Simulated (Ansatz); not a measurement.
The reference is ZnTe in the zinc blende structure (space group F-43m, No. 216; a = 6.1791 Å).

One thing is altered: cell and atoms relaxed at a pressure of 9 GPa.

Levels (all Ansatz, a quantum-chemistry and plane-wave program, PAW): PBE (420 eV, without spin-orbit coupling); PBE+SOC (420 eV, with spin-orbit coupling).

The geometry is relaxed with PBE.

| Property | Result |
|---|---|
| PBE band gap | 1.80 eV |
| PBE electron mass | 0.11 mₑ (at Γ) |
| PBE pressure | 9.00 GPa |

### Question
How does going to PBE+SOC change the band gap, electron mass, pressure and hole mass?

### Answer
The band gap shrinks by 0.285 eV, from 1.80 eV to 1.51 eV; the electron mass becomes 0.10 mₑ (at Γ) (PBE: 0.11 mₑ (at Γ)); the pressure stays essentially unchanged (9.00 GPa against 9.03 GPa); the hole mass (degenerate bands, along [100]) amounts to 0.12, 0.34 mₑ (at Γ). The threefold valence maximum splits by Δso ≈ 0.92 eV.

Single points use the geometry relaxed with PBE. Differences between runs with and without spin-orbit coupling are approximate. With Te present, leaving out spin-orbit coupling can change the band edges. Load acts through the strain it causes; cell and atoms are relaxed under it. Masses are band curvatures over ±0.01 Å⁻¹ around the edge. Stability against distortions was not tested. Tetrahedral semiconductors of this kind turn to denser phases somewhere between about 1 and 50 GPa; those were not computed, so compressed cells here can lie past the real transition.
